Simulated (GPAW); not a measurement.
# TePt (Pm-3m) in GPAW: convergence with grid spacing (A)

Aim: find how far grid spacing (A) must go before the results for TePt settle, at LDA. This setting moves, with any that are tied to it; all else stays.

Program: GPAW 26.7.0. These are calculated values, not measurements. Logs are shortened: lines on timing, memory, paths and dates and some standing lists are left out, and cuts for length are marked. The log counts tension as positive stress, the text compression.

**1. Starting point**

The structure is cubic, space group Pm-3m (No. 221). Conventional cell: a = 3.559 Å, b = 3.559 Å, c = 3.559 Å, α = 90.00°, β = 90.00°, γ = 90.00°. Pt (site symmetry m-3m) has 8 Te at 3.08 Å as nearest neighbours. Te (site symmetry m-3m) has 8 Pt at 3.08 Å as nearest neighbours.

Measurements of this composition are mostly on another form, of space group No. 166.

**2. With grid spacing (A) 0.26**

Contents of run.py:

```python
from ase import Atoms
from ase.dft.bandgap import bandgap
from ase.io import write
from gpaw import GPAW

atoms = Atoms(['Pt', 'Te'],
              cell=[[3.55919028, 0.0, 0.0],
                    [0.0, 3.55919028, 0.0],
                    [0.0, 0.0, 3.55919028]],
              scaled_positions=[[0.0, 0.0, 0.0],
                                [0.5, 0.5, 0.5]],
              pbc=True)

calc = GPAW(mode='fd',
            h=0.26,
            xc='LDA',
            kpts={'size': (8, 8, 8), 'gamma': True},
            occupations={'name': 'fermi-dirac', 'width': 0.05},
            nbands=22,
            convergence={'density': 1e-05, 'energy': 1e-05},
            maxiter=100,
            txt='gpaw.txt')
atoms.calc = calc
energy = atoms.get_potential_energy()
forces = atoms.get_forces()
calc.write('gs.gpw')
write('result.traj', atoms)
print(f'Energy: {energy:.6f} eV')
print('Forces (eV/A):')
print(forces.round(4))
print('Fermi level:', round(calc.get_fermi_level(), 4), 'eV')
print(f'Gap: {bandgap(calc)[0]:.4f} eV, direct: {bandgap(calc, direct=True)[0]:.4f} eV')
```

Potentials or basis: the program's PAW data sets (release 1.2.1) made for this functional, fd.

The run is started by

```sh
OMP_NUM_THREADS=1 python run.py
```

gpaw.txt:

```text
__  _  _
 | _ |_)|_||  |
 |__||  | ||/\| - 26.7.0

Input parameters:
  mode=FD(),
  convergence={'density': 1e-05, 'energy': 1e-05},
  h=0.26,
  kpts=MonkhorstPack(size=(8, 8, 8), gamma=True),
  maxiter=100,
  nbands=22,
  occupations=Occupations(name='fermi-dirac', width=0.05),
  xc=XC(name='LDA')

Diagonalizing LCAO Hamiltonian
Converting LCAO to fd mode
   .--------.
  /|        |
 * |        |
 | |   Te   |
 | .--------.
 |/        /
 Pt-------*

Atoms  # Å, Bohr magnetons
|   | symbol |        x |        y |        z |    initial magnetic moments |
|---|--------|----------|----------|----------|-----------------------------|
| 0 |     Pt | 0.000000 | 0.000000 | 0.000000 | ( 0.0000,  0.0000,  0.0000) |
| 1 |     Te | 1.779595 | 1.779595 | 1.779595 | ( 0.0000,  0.0000,  0.0000) |

Unit cell  # Å
| periodic |        x |        y |        z |  lengths |    angles |
|----------|----------|----------|----------|----------|-----------|
|      yes | 3.559190 | 0.000000 | 0.000000 | 3.559190 | 90.000000 |
|      yes | 0.000000 | 3.559190 | 0.000000 | 3.559190 | 90.000000 |
|      yes | 0.000000 | 0.000000 | 3.559190 | 3.559190 | 90.000000 |

Number of symmetries: 48
Symmetry operations  # r_c * U_cc + t_c -> r_c
|    | kind |            matrix            |
|----|------|------------------------------|
|  0 |  E   |  1, 0, 0,  0, 1, 0,  0, 0, 1 |
|  1 |  σ   |  1, 0, 0,  0, 1, 0,  0, 0,-1 |
|  2 |  σ   |  1, 0, 0,  0, 0, 1,  0, 1, 0 |
|  3 |  C4  |  1, 0, 0,  0, 0, 1,  0,-1, 0 |
|  4 |  C4  |  1, 0, 0,  0, 0,-1,  0, 1, 0 |
|  5 |  σ   |  1, 0, 0,  0, 0,-1,  0,-1, 0 |
|  6 |  σ   |  1, 0, 0,  0,-1, 0,  0, 0, 1 |
|  7 |  C2  |  1, 0, 0,  0,-1, 0,  0, 0,-1 |
|  8 |  σ   |  0, 1, 0,  1, 0, 0,  0, 0, 1 |
|  9 |  C2  |  0, 1, 0,  1, 0, 0,  0, 0,-1 |
| 10 |  C3  |  0, 1, 0,  0, 0, 1,  1, 0, 0 |
| 11 |  S6  |  0, 1, 0,  0, 0, 1, -1, 0, 0 |
| 12 |  S6  |  0, 1, 0,  0, 0,-1,  1, 0, 0 |
| 13 |  C3  |  0, 1, 0,  0, 0,-1, -1, 0, 0 |
| 14 |  C4  |  0, 1, 0, -1, 0, 0,  0, 0, 1 |
| 15 |  S4  |  0, 1, 0, -1, 0, 0,  0, 0,-1 |
| 16 |  C3  |  0, 0, 1,  1, 0, 0,  0, 1, 0 |
| 17 |  S6  |  0, 0, 1,  1, 0, 0,  0,-1, 0 |
| 18 |  σ   |  0, 0, 1,  0, 1, 0,  1, 0, 0 |
| 19 |  C4  |  0, 0, 1,  0, 1, 0, -1, 0, 0 |
| 20 |  C2  |  0, 0, 1,  0,-1, 0,  1, 0, 0 |
| 21 |  S4  |  0, 0, 1,  0,-1, 0, -1, 0, 0 |
| 22 |  S6  |  0, 0, 1, -1, 0, 0,  0, 1, 0 |
| 23 |  C3  |  0, 0, 1, -1, 0, 0,  0,-1, 0 |
| 24 |  S6  |  0, 0,-1,  1, 0, 0,  0, 1, 0 |
| 25 |  C3  |  0, 0,-1,  1, 0, 0,  0,-1, 0 |
| 26 |  C4  |  0, 0,-1,  0, 1, 0,  1, 0, 0 |
| 27 |  σ   |  0, 0,-1,  0, 1, 0, -1, 0, 0 |
| 28 |  S4  |  0, 0,-1,  0,-1, 0,  1, 0, 0 |
| 29 |  C2  |  0, 0,-1,  0,-1, 0, -1, 0, 0 |
| 30 |  C3  |  0, 0,-1, -1, 0, 0,  0, 1, 0 |
| 31 |  S6  |  0, 0,-1, -1, 0, 0,  0,-1, 0 |
| 32 |  C4  |  0,-1, 0,  1, 0, 0,  0, 0, 1 |
| 33 |  S4  |  0,-1, 0,  1, 0, 0,  0, 0,-1 |
| 34 |  S6  |  0,-1, 0,  0, 0, 1,  1, 0, 0 |
| 35 |  C3  |  0,-1, 0,  0, 0, 1, -1, 0, 0 |
| 36 |  C3  |  0,-1, 0,  0, 0,-1,  1, 0, 0 |
| 37 |  S6  |  0,-1, 0,  0, 0,-1, -1, 0, 0 |
| 38 |  σ   |  0,-1, 0, -1, 0, 0,  0, 0, 1 |
| 39 |  C2  |  0,-1, 0, -1, 0, 0,  0, 0,-1 |
| 40 |  σ   | -1, 0, 0,  0, 1, 0,  0, 0, 1 |
| 41 |  C2  | -1, 0, 0,  0, 1, 0,  0, 0,-1 |
| 42 |  C2  | -1, 0, 0,  0, 0, 1,  0, 1, 0 |
| 43 |  S4  | -1, 0, 0,  0, 0, 1,  0,-1, 0 |
| 44 |  S4  | -1, 0, 0,  0, 0,-1,  0, 1, 0 |
| 45 |  C2  | -1, 0, 0,  0, 0,-1,  0,-1, 0 |
| 46 |  C2  | -1, 0, 0,  0,-1, 0,  0, 0, 1 |
| 47 |  i   | -1, 0, 0,  0,-1, 0,  0, 0,-1 |

BZ-sampling:
  Number of BZ points: 512
  Number of IBZ points: 35

  Monkhorst-Pack size: [8, 8, 8]
  Monkhorst-Pack shift: [0.0625, 0.0625, 0.0625]

K-points  # in reciprocal-cell coordinates
|     |                                coordinates |     weight |
|-----|--------------------------------------------|------------|
|   0 | (  0.00000000,   0.00000000,   0.00000000) | 0.00195312 |
|   1 | (  0.12500000,   0.00000000,   0.00000000) | 0.01171875 |
|   2 | (  0.12500000,   0.12500000,   0.00000000) | 0.02343750 |
|   3 | (  0.12500000,   0.12500000,   0.12500000) | 0.01562500 |
|   4 | (  0.25000000,   0.00000000,   0.00000000) | 0.01171875 |
|   5 | (  0.25000000,   0.12500000,   0.00000000) | 0.04687500 |
|   6 | (  0.25000000,   0.12500000,   0.12500000) | 0.04687500 |
|   7 | (  0.25000000,   0.25000000,   0.00000000) | 0.02343750 |
|   8 | (  0.25000000,   0.25000000,   0.12500000) | 0.04687500 |
|   9 | (  0.25000000,   0.25000000,   0.25000000) | 0.01562500 |
| ... |                                            |            |
|  34 | (  0.50000000,   0.50000000,   0.50000000) | 0.00195312 |

Uniform wave function grid shape: (np.int64(12), np.int64(12), np.int64(12))
Spin-components: 1 (collinear spins)
Bands:           22
Projectors:      11
Spin-degeneracy: 2
Datatype:        complex128

Parallelization:
  kpt:    1
  domain: 1
  band:   1

Density:
  Valence electrons: 22.0
  Components: 1
  Grid points: [12 12 12]
  Charge: 0.0  # |e|

Potential:
  Grid points: [12 12 12]

species:
  Pt:
    name:    Platinum
    Z:       78.0
    valence: 16
    core:    62
    charge:  0.0  # [|e|]
    compensation charges:
      type: gauss
      rc: 0.41  # [Å]
      lmax: 2
    cutoffs:
      filter: 2.26  # [Å]
      core: 2.26  # [Å]
    projectors
    | kind |    occ | energy [eV] | rcut [Å] |
    |------|--------|-------------|----------|
    |   6s |  1.000 |      -5.930 |    1.307 |
    |   5p |  6.000 |     -56.318 |    1.371 |
    |   6p |  0.000 |      -0.962 |    1.371 |
    |   5d |  9.000 |      -6.387 |    1.307 |
    |    s |        |      21.281 |    1.307 |
    |    d |        |      20.825 |    1.307 |

    Using partial waves for Pt as LCAO basis

  Te:
    name:    Tellurium
    Z:       52.0
    valence: 6
    core:    46
    charge:  0.0  # [|e|]
    compensation charges:
      type: gauss
      rc: 0.36  # [Å]
      lmax: 2
    cutoffs:
      filter: 2.09  # [Å]
      core: 3.17  # [Å]
    projectors
    | kind |    occ | energy [eV] | rcut [Å] |
    |------|--------|-------------|----------|
    |   5s |  2.000 |     -15.337 |    1.180 |
    |   5p |  4.000 |      -6.113 |    1.196 |
    |    s |        |      11.875 |    1.180 |
    |    p |        |      21.098 |    1.196 |
    |    d |        |       0.000 |    1.238 |

    Using partial waves for Te as LCAO basis

Reference energy: -684734.245012  # eV

eigensolver:
  PPCG
  Converge bands: occupied
  niter=2

density mixing:
  MSR1-Mixer
  Pratt-step length: 0.05
  Maximum mixing coefficient: 0.75
  Old densities: 10
  SVD Regularization: 0.005
  Good broyden scale: 1.0
  Trust region scale: 1.0
  Backstep threshold: 4.0
  History deletion threshold: 6.0
  Fourier metric: weight=20.0, sigma=0.015

occupation numbers:
  Fermi-Dirac:
    width: 0.0500  # eV

FastPoissonSolver using
    Stencil: 6*3+1=19 point O(h^6) finite-difference Laplacian
    FFT axes: [np.int64(0), np.int64(1), np.int64(2)]
    FST axes: []

xc functional:
  name: None
interpolation: tri-quintic # 5. degree polynomial

convergence criteria:
- Maximum integral of absolute [dens]ity change: 1e-05 electrons / valence electron
- Maximum [total energy] change in last 3 cyles: 1e-05 eV / valence electron
- Maximum integral of absolute [eigenst]ate change: 4e-08 eV^2 / valence electron
maximum number of iterations: 100

SCF iterations
|iter     | |      energy | eigst |  dens |
|---------|-|-------------|-------|-------|
|iter:   1| |  -11.333198 | +0.22 |       |
|iter:   2| |  -11.335643 | -0.90 | -1.31 |
|iter:   3| |  -11.172405 | -1.36 | -1.34 |
|iter:   4| |  -11.174397 | -2.10 | -2.01 |
|iter:   5| |  -11.168676 | -2.90 | -2.10 |
|iter:   6| |  -11.169121 | -3.38 | -2.51 |
|iter:   7| |  -11.169143 | -4.19 | -3.66 |
|iter:   8| |  -11.169147c| -4.78 | -3.85 |
|iter:   9| |  -11.169147c| -5.42 | -4.47 |
|iter:  10| |  -11.169148c| -6.00 | -4.95 |
|iter:  11| |  -11.169148c| -6.62 | -5.29c|
|iter:  12| |  -11.169148c| -7.22 | -5.71c|
|iter:  13| |  -11.169148c| -7.59c| -5.84c|

Converged in 13 steps
Energy contributions relative to reference atoms: (reference = -684734.245012)

Energy contributions:
  Kinetic:         -21.802377
  Coulomb:          18.429983
  Zero:             -0.194056
  External:          0.000000
  Xc:               -7.599164
  Entropy:          -0.007067
  Spinorbit:         0.000000
  ----------------------------
  Free energy:     -11.172681
  Extrapolated:    -11.169148

dipole moment: (-12.001095, -12.001095, -12.001095)  # |e|*Ang

Fermi level: 8.650
Eigenvalues  # (at kpt = [0.000, 0.000, 0.000])
| band index |      eig [eV] | occ [0-2] |
|------------|---------------|-----------|
|          0 |       -43.617 |     2.000 |
|        ... |               |           |
|          5 |         5.025 |     2.000 |
|          6 |         6.471 |     2.000 |
|          7 |         6.471 |     2.000 |
|          8 |         6.471 |     2.000 |
|          9 |         7.426 |     2.000 |
|         10 |         7.426 |     2.000 |
[... 9 lines left out ...]
|         20 |        23.802 |     0.000 |
|         21 |        24.092 |     0.000 |

No gap
No difference between direct/indirect transitions

Forces  # eV/Ang
|        x |        y |        z |
|----------|----------|----------|
|  0.00000 |  0.00000 |  0.00000 |  # Pt   0
| -0.00000 | -0.00000 | -0.00000 |  # Te   1

# Writing to gs.gpw (mode='')
```

stdout:

```text
Energy: -11.169148 eV
Forces (eV/A):
[[ 0.  0.  0.]
 [-0. -0. -0.]]
Fermi level: 8.6499 eV
Gap: 0.0000 eV, direct: 0.0000 eV
```

It took 20 s on 1 thread of Arm Neoverse V1, shared host; peak memory 0.16 GiB.

Results:

| Property | Result |
| --- | --- |
| Free energy | -11.1727 eV |
| Band gap on the k mesh | none (metal or under the smearing width) |

**3. With grid spacing (A) 0.23**

run.py: that of step 2 with these lines changed.

```diff
@@ -14,3 +14,3 @@
 calc = GPAW(mode='fd',
-            h=0.26,
+            h=0.23,
             xc='LDA',
```

Potentials or basis: the program's PAW data sets (release 1.2.1) made for this functional, fd.

The run is started by

```sh
OMP_NUM_THREADS=1 python run.py
```

Run time: 38 s. Hardware: 1 thread of Arm Neoverse V1, shared host; peak memory 0.22 GiB.

Results:

```yaml
Free_energy: -11.0847 eV
Band_gap_on_the_k_mesh: none (metal or under the smearing width)
```

**4. With grid spacing (A) 0.2**

run.py: that of step 3 with these lines changed.

```diff
@@ -14,3 +14,3 @@
 calc = GPAW(mode='fd',
-            h=0.23,
+            h=0.2,
             xc='LDA',
```

The run is started by

```sh
OMP_NUM_THREADS=1 python run.py
```

Wall time 41 s (1 thread of Arm Neoverse V1, shared host); peak memory 0.22 GiB.

It converged, with:

* Free energy: -11.0847 eV
* Band gap on the k mesh: none (metal or under the smearing width)

**5. With grid spacing (A) 0.18**

run.py: that of step 4 with these lines changed.

```diff
@@ -14,3 +14,3 @@
 calc = GPAW(mode='fd',
-            h=0.2,
+            h=0.18,
             xc='LDA',
```

The run is started by

```sh
OMP_NUM_THREADS=1 python run.py
```

It took 73 s on 1 thread of Arm Neoverse V1, shared host; peak memory 0.33 GiB.

The run converged. Its results:

* Free energy: -11.0635 eV
* Band gap on the k mesh: none (metal or under the smearing width)

**6. With grid spacing (A) 0.16**

run.py: that of step 5 with these lines changed.

```diff
@@ -14,3 +14,3 @@
 calc = GPAW(mode='fd',
-            h=0.18,
+            h=0.16,
             xc='LDA',
```

Potentials or basis: the program's PAW data sets (release 1.2.1) made for this functional, fd.

The run is started by

```sh
OMP_NUM_THREADS=1 python run.py
```

It took 2 min on 1 thread of Arm Neoverse V1, shared host; peak memory 0.48 GiB.

The run converged. Its results:

```
Free energy            : -11.0588 eV
Band gap on the k mesh : none (metal or under the smearing width)
```

**7. With grid spacing (A) 0.14**

run.py: that of step 6 with these lines changed.

```diff
@@ -14,3 +14,3 @@
 calc = GPAW(mode='fd',
-            h=0.16,
+            h=0.14,
             xc='LDA',
```

The run is started by

```sh
OMP_NUM_THREADS=1 python run.py
```

Wall time 2 min (1 thread of Arm Neoverse V1, shared host); peak memory 0.48 GiB.

It converged, with:

```yaml
Free_energy: -11.0588 eV
Band_gap_on_the_k_mesh: none (metal or under the smearing width)
```

**8. With grid spacing (A) 0.12**

run.py: that of step 7 with these lines changed.

```diff
@@ -14,3 +14,3 @@
 calc = GPAW(mode='fd',
-            h=0.14,
+            h=0.12,
             xc='LDA',
```

The run is started by

```sh
OMP_NUM_THREADS=1 python run.py
```

Wall time 3.4 min (1 thread of Arm Neoverse V1, shared host); peak memory 0.7 GiB.

Results (log left out):

```yaml
Free_energy: -11.0576 eV
Band_gap_on_the_k_mesh: none (metal or under the smearing width)
```

**9. Summary**

```csv
grid spacing (A),"energy less the tightest run, at zero smearing (meV/atom)",SCF cycles,CPU time (s),peak memory (GiB)
0.26,-57.52,13,20,0.16
0.23,-13.51,13,38,0.22
0.2,-13.51,13,39,0.22
0.18,-2.92,13,69,0.33
0.16,-0.59,14,120,0.48
0.14,-0.59,14,120,0.48
0.12,0.00,15,200,0.7
```

Against the tightest run, the energy stays within 1 meV/atom from 0.16 on. The tightest run that finished is the yardstick and may itself not be fully converged.

Caveats: the real-space grid adds noise to forces.
